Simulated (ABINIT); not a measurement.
# TiCo (Pm-3m) in ABINIT: a series of runs

The runs below take TiCo through equation of state, with PBE+D3(BJ), PBE+D2.

Everything below comes from runs of ABINIT 10.8.3 (patched build). Logs are shortened: lines on timing, memory, paths and dates and some standing lists are left out, and cuts for length are marked. The log counts tension as positive stress, the text compression.

### Step 1. Starting point

Symmetry: Pm-3m, No. 221, cubic system. Conventional cell: a = 2.986 Å, b = 2.986 Å, c = 2.986 Å, α = 90.00°, β = 90.00°, γ = 90.00°. Co (site symmetry m-3m) has 8 Ti at 2.59 Å as nearest neighbours. Ti (site symmetry m-3m) has 8 Co at 2.59 Å as nearest neighbours.

The cell comes from a database or a generator and needn't be the stable form of this composition.

### Step 2. Equation of state, PBE+D3(BJ), collinear spin, ferromagnetic start

File run.abi:

```
# Datasets: one volume each
ndtset 7
getwfk -1
scalecart1 3*0.9795861087
scalecart2 3*0.9864848297
scalecart3 3*0.9932883884
scalecart4 3*1.0000000000
scalecart5 3*1.0066227096
scalecart6 3*1.0131594038
scalecart7 3*1.0196128224

# Pseudopotentials
pp_dirpath "./"
pseudos "Co.GGA_PBE-JTH.xml, Ti.GGA_PBE-JTH.xml"

# Structure
acell 5.6429319488 5.6429319488 5.6429319488
rprim
     1.0000000000     0.0000000000     0.0000000000
     0.0000000000     1.0000000000     0.0000000000
     0.0000000000     0.0000000000     1.0000000000
ntypat 2
znucl 27 22
natom 2
typat 1 2
xred
     0.5000000000     0.5000000000     0.5000000000
     0.0000000000     0.0000000000     0.0000000000

# Plane-wave basis
ecut 26.0
pawecutdg 48.0
pawxcdev 0

# k points
kptopt 1
ngkpt 7 7 7
nshiftk 1
shiftk 0.0 0.0 0.0

# Exchange and correlation
ixc 11
vdw_xc 7

# Bands and occupations
nband 20
occopt 3
tsmear 0.05 eV

# Spin
nsppol 2
spinat
     0.0000000000     0.0000000000     2.0000000000
     0.0000000000     0.0000000000     1.0000000000

# SCF cycle
nstep 100
tolvrs 1.0e-9

# Output
iomode 3
prtwf 1
prtden 0
prteig 0
prtebands 0
enunit 2
```

Potentials or basis: JTH PAW PBE v2.0.

Launch:

```console
$ abinit run.abi > log 2>&1
```

run.abo:

```text
.Version 10.8.3 of ABINIT
 DATASET    1 : space group Pm -3 m (#221); Bravais cP (primitive cubic)
================================================================================
 Values of the parameters that define the memory need for DATASET  1.
     intxc =       0    ionmov =       0      iscf =      17    lmnmax =      18
     lnmax =       6     mgfft =      27  mpssoang =       3    mqgrid =    3001
     natom =       2  nloc_mem =       2    nspden =       2   nspinor =       1
    nsppol =       2      nsym =      48    n1xccc =       1    ntypat =       2
    occopt =       3   xclevel =       2
       mpw =        1084          nfft =       19683          nkpt =          20
 PAW method is used; the additional fine FFT grid is defined by:
   mgfftf=        36    nfftf =     46656
================================================================================
================================================================================
[... 71 lines left out ...]
 DATASET    7 : space group Pm -3 m (#221); Bravais cP (primitive cubic)
================================================================================
 Values of the parameters that define the memory need for DATASET  7.
     intxc =       0    ionmov =       0      iscf =      17    lmnmax =      18
     lnmax =       6     mgfft =      30  mpssoang =       3    mqgrid =    3001
     natom =       2  nloc_mem =       2    nspden =       2   nspinor =       1
    nsppol =       2      nsym =      48    n1xccc =       1    ntypat =       2
    occopt =       3   xclevel =       2
       mpw =        1225          nfft =       27000          nkpt =          20
 PAW method is used; the additional fine FFT grid is defined by:
   mgfftf=        36    nfftf =     46656
================================================================================
================================================================================

--------------------------------------------------------------------------------
------------- Echo of variables that govern the present computation ------------
--------------------------------------------------------------------------------
 -outvars: echo values of preprocessed input variables --------
            acell      5.6429319488E+00  5.6429319488E+00  5.6429319488E+00 Bohr
              amu      5.89332000E+01  4.78800000E+01
             ecut      2.60000000E+01 Hartree
           enunit           2
           getwfk          -1
              ixc          11
           jdtset        1    2    3    4    5    6    7
         kptrlatt        7    0    0      0    7    0      0    0    7
          kptrlen1     3.86941642E+01
          kptrlen2     3.89666673E+01
          kptrlen3     3.92354115E+01
          kptrlen4     3.95005236E+01
          kptrlen5     3.97621241E+01
          kptrlen6     4.00203270E+01
          kptrlen7     4.02752404E+01
            natom           2
            nband          20
           ndtset           7
            ngfft1         27      27      27
            ngfft2         27      27      27
            ngfft3         27      27      27
            ngfft4         27      27      27
            ngfft5         30      30      30
            ngfft6         30      30      30
            ngfft7         30      30      30
          ngfftdg          36      36      36
             nkpt          20
           nspden           2
           nsppol           2
            nstep         100
             nsym          48
           ntypat           2
           occopt           3
        pawecutdg      4.80000000E+01 Hartree
         pawxcdev           0
           prtden           0
        prtebands           0
           prteig           0
            rprim1     9.7958610870E-01  0.0000000000E+00  0.0000000000E+00
                       0.0000000000E+00  9.7958610870E-01  0.0000000000E+00
                       0.0000000000E+00  0.0000000000E+00  9.7958610870E-01
            rprim2     9.8648482970E-01  0.0000000000E+00  0.0000000000E+00
                       0.0000000000E+00  9.8648482970E-01  0.0000000000E+00
                       0.0000000000E+00  0.0000000000E+00  9.8648482970E-01
            rprim3     9.9328838840E-01  0.0000000000E+00  0.0000000000E+00
                       0.0000000000E+00  9.9328838840E-01  0.0000000000E+00
                       0.0000000000E+00  0.0000000000E+00  9.9328838840E-01
            rprim4     1.0000000000E+00  0.0000000000E+00  0.0000000000E+00
                       0.0000000000E+00  1.0000000000E+00  0.0000000000E+00
                       0.0000000000E+00  0.0000000000E+00  1.0000000000E+00
            rprim5     1.0066227096E+00  0.0000000000E+00  0.0000000000E+00
                       0.0000000000E+00  1.0066227096E+00  0.0000000000E+00
                       0.0000000000E+00  0.0000000000E+00  1.0066227096E+00
            rprim6     1.0131594038E+00  0.0000000000E+00  0.0000000000E+00
                       0.0000000000E+00  1.0131594038E+00  0.0000000000E+00
                       0.0000000000E+00  0.0000000000E+00  1.0131594038E+00
            rprim7     1.0196128224E+00  0.0000000000E+00  0.0000000000E+00
                       0.0000000000E+00  1.0196128224E+00  0.0000000000E+00
                       0.0000000000E+00  0.0000000000E+00  1.0196128224E+00
          spgroup         221
           spinat      0.0000000000E+00  0.0000000000E+00  2.0000000000E+00
                       0.0000000000E+00  0.0000000000E+00  1.0000000000E+00
           tolvrs      1.00000000E-09
           tsmear      1.83746611E-03 Hartree
            typat      1  2
           useylm           1
           vdw_xc           7
           xangst1     1.4625764214E+00  1.4625764214E+00  1.4625764214E+00
                       0.0000000000E+00  0.0000000000E+00  0.0000000000E+00
           xangst2     1.4728765947E+00  1.4728765947E+00  1.4728765947E+00
                       0.0000000000E+00  0.0000000000E+00  0.0000000000E+00
           xangst3     1.4830346854E+00  1.4830346854E+00  1.4830346854E+00
                       0.0000000000E+00  0.0000000000E+00  0.0000000000E+00
           xangst4     1.4930554940E+00  1.4930554940E+00  1.4930554940E+00
                       0.0000000000E+00  0.0000000000E+00  0.0000000000E+00
           xangst5     1.5029435669E+00  1.5029435669E+00  1.5029435669E+00
                       0.0000000000E+00  0.0000000000E+00  0.0000000000E+00
           xangst6     1.5127032141E+00  1.5127032141E+00  1.5127032141E+00
                       0.0000000000E+00  0.0000000000E+00  0.0000000000E+00
           xangst7     1.5223385262E+00  1.5223385262E+00  1.5223385262E+00
                       0.0000000000E+00  0.0000000000E+00  0.0000000000E+00
            xcart1     2.7638688747E+00  2.7638688747E+00  2.7638688747E+00
                       0.0000000000E+00  0.0000000000E+00  0.0000000000E+00
            xcart2     2.7833333813E+00  2.7833333813E+00  2.7833333813E+00
                       0.0000000000E+00  0.0000000000E+00  0.0000000000E+00
            xcart3     2.8025293906E+00  2.8025293906E+00  2.8025293906E+00
                       0.0000000000E+00  0.0000000000E+00  0.0000000000E+00
            xcart4     2.8214659744E+00  2.8214659744E+00  2.8214659744E+00
                       0.0000000000E+00  0.0000000000E+00  0.0000000000E+00
            xcart5     2.8401517242E+00  2.8401517242E+00  2.8401517242E+00
                       0.0000000000E+00  0.0000000000E+00  0.0000000000E+00
            xcart6     2.8585947845E+00  2.8585947845E+00  2.8585947845E+00
                       0.0000000000E+00  0.0000000000E+00  0.0000000000E+00
            xcart7     2.8768028855E+00  2.8768028855E+00  2.8768028855E+00
                       0.0000000000E+00  0.0000000000E+00  0.0000000000E+00
             xred      5.0000000000E-01  5.0000000000E-01  5.0000000000E-01
                       0.0000000000E+00  0.0000000000E+00  0.0000000000E+00
            znucl       27.00000   22.00000

================================================================================

 chkinp: Checking input parameters for consistency, jdtset=   1.

 chkinp: Checking input parameters for consistency, jdtset=   2.
[... 40 lines left out ...]
 getcut: wavevector=  0.0000  0.0000  0.0000  ngfft=  36  36  36
         ecut(hartree)=     48.000   => boxcut(ratio)=   2.08819

--- Pseudopotential description ------------------------------------------------
- pspini: atom type   1  psp file is ./Co.GGA_PBE-JTH.xml
 Pseudopotential format is: paw10
 basis_size (lnmax)=  6 (lmn_size= 18), orbitals=   0   0   1   1   2   2
 Spheres core radius: rc_sph= 2.10903434
 Shapefunction is SIN type: shapef(r)=[sin(pi*r/rshp)/(pi*r/rshp)]**2
 Radius for shape functions =  1.60384542
 Compensation charge density is not taken into account in XC energy/potential

- pspini: atom type   2  psp file is ./Ti.GGA_PBE-JTH.xml
 Pseudopotential format is: paw10
 basis_size (lnmax)=  6 (lmn_size= 18), orbitals=   0   0   1   1   2   2
 Spheres core radius: rc_sph= 2.30802695
 Shapefunction is BESSEL type: shapef(r,l)=aa(1,l)*jl(q(1,l)*r)+aa(2,l)*jl(q(2,l)*r)
 Radius for shape functions =  2.01037111
 Compensation charge density is not taken into account in XC energy/potential

   1.17786558E+03                                ecore*ucvol(ha*bohr**3)
--------------------------------------------------------------------------------

================================================================================

--- !BeginCycle
iteration_state: {dtset: 1, }
solver: {iscf: 17, nstep: 100, nline: 4, wfoptalg: 10, }
tolerances: {tolvrs: 1.00E-09, }
...
[... 1593 lines left out ...]
-Cartesian components of stress tensor (GPa)         [Pressure= -1.4793E+01 GPa]
- sigma(1 1)=  1.47929344E+01  sigma(3 2)=  0.00000000E+00
- sigma(2 2)=  1.47929344E+01  sigma(3 1)=  0.00000000E+00
- sigma(3 3)=  1.47929344E+01  sigma(2 1)=  0.00000000E+00

== END DATASET(S) ==============================================================
================================================================================

 -outvars: echo values of variables after computation  --------
            acell      5.6429319488E+00  5.6429319488E+00  5.6429319488E+00 Bohr
           etotal1    -2.0512848580E+02
           etotal2    -2.0512875024E+02
           etotal3    -2.0512854188E+02
           etotal4    -2.0512790790E+02
           etotal5    -2.0512689438E+02
           etotal6    -2.0512554010E+02
           etotal7    -2.0512388189E+02
            fcart1    -0.0000000000E+00 -0.0000000000E+00 -0.0000000000E+00
                      -0.0000000000E+00 -0.0000000000E+00 -0.0000000000E+00
            fcart2    -0.0000000000E+00 -0.0000000000E+00 -0.0000000000E+00
                      -0.0000000000E+00 -0.0000000000E+00 -0.0000000000E+00
            fcart3    -0.0000000000E+00 -0.0000000000E+00 -0.0000000000E+00
                      -0.0000000000E+00 -0.0000000000E+00 -0.0000000000E+00
            fcart4    -0.0000000000E+00 -0.0000000000E+00 -0.0000000000E+00
                      -0.0000000000E+00 -0.0000000000E+00 -0.0000000000E+00
            fcart5    -0.0000000000E+00 -0.0000000000E+00 -0.0000000000E+00
                      -0.0000000000E+00 -0.0000000000E+00 -0.0000000000E+00
[... 38 lines left out ...]
                       0.0000000000E+00  0.0000000000E+00  0.0000000000E+00
           xangst1     1.4625764214E+00  1.4625764214E+00  1.4625764214E+00
                       0.0000000000E+00  0.0000000000E+00  0.0000000000E+00
           xangst2     1.4728765947E+00  1.4728765947E+00  1.4728765947E+00
                       0.0000000000E+00  0.0000000000E+00  0.0000000000E+00
           xangst3     1.4830346854E+00  1.4830346854E+00  1.4830346854E+00
                       0.0000000000E+00  0.0000000000E+00  0.0000000000E+00
           xangst4     1.4930554940E+00  1.4930554940E+00  1.4930554940E+00
                       0.0000000000E+00  0.0000000000E+00  0.0000000000E+00
           xangst5     1.5029435669E+00  1.5029435669E+00  1.5029435669E+00
                       0.0000000000E+00  0.0000000000E+00  0.0000000000E+00
           xangst6     1.5127032141E+00  1.5127032141E+00  1.5127032141E+00
                       0.0000000000E+00  0.0000000000E+00  0.0000000000E+00
           xangst7     1.5223385262E+00  1.5223385262E+00  1.5223385262E+00
                       0.0000000000E+00  0.0000000000E+00  0.0000000000E+00
             xred      5.0000000000E-01  5.0000000000E-01  5.0000000000E-01
                       0.0000000000E+00  0.0000000000E+00  0.0000000000E+00
 Calculation completed.
```

It took 6.2 min on 1 thread of Arm Neoverse V1, shared host; peak memory 0.18 GiB.

Results:

| Quantity | Value |
| --- | --- |
| Equilibrium volume | 12.79 Å³/atom |
| Bulk modulus | 185 GPa |
| Pressure derivative of the bulk modulus | 4.3 |

Energy against volume, from the lowest point:
```tsv
volume (Å³/atom)	energy (meV/atom)
12.515	3.60
12.781	0.00
13.047	2.83
13.313	11.46
13.580	25.25
13.846	43.68
14.112	66.24
```

Caveat: pressures at fixed basis lie under the slope of the energies.

### Step 3. Equation of state, PBE+D2, collinear spin, ferromagnetic start

Changes to run.abi since step 2:

```diff
@@ -42,3 +42,3 @@
 ixc 11
-vdw_xc 7
+vdw_xc 5
```

Potentials or basis: JTH PAW PBE v2.0.

Launch:

```console
$ abinit run.abi > log 2>&1
```

Run time: 6 min. Hardware: 1 thread of Arm Neoverse V1, shared host; peak memory 0.18 GiB.

Results (log left out):

```
Equilibrium volume                      : 13.20 Å³/atom
Bulk modulus                            : 157 GPa
Pressure derivative of the bulk modulus : 4.0
```

Energy against volume, from the lowest point:
```tsv
volume (Å³/atom)	energy (meV/atom)
12.515	18.60
12.781	6.41
13.047	0.40
13.313	0.00
13.580	4.64
13.846	13.87
14.112	27.24
```

Caveat: pressures at fixed basis lie under the slope of the energies.
